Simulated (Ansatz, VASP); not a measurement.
# Au in VASP and in Ansatz

```
CELL_PARAMETERS angstrom
2.14498 0.00000 0.00000
0.00000 2.14498 0.00000
0.00000 0.00000 2.14498
ATOMIC_POSITIONS crystal
Au 0.00000 0.00000 0.00000
```

Change from the starting cell: volume scaled by 0.52, LAPW.

Alike in both runs: task single point; functional LDA; k mesh 14 × 14 × 14; occupations fermi-dirac, width 0.05 eV; no spin polarisation.

```csv
,VASP,Ansatz
version,VASP 6.6.1,Ansatz 0.2.0
potentials or method,"VASP PAW LDA potentials, release 64 (Au), cutoff 520 eV","all-electron LAPW, scalar-relativistic"
```

Ansatz gave:

```
pressure (GPa) : 560.9
```

Question: Estimate VASP's values.

Answer: Pressure (GPa): 561.1.

Ansatz ran all-electron here, so the differences hold the error of VASP's frozen core and of both bases.

Caveats: the cell as given lies far from equilibrium; so large a pressure means that the cell lies far from this level's equilibrium, or that cutoff or potentials fall short (VASP). Spin-orbit coupling is left out, which matters for the levels of Au.
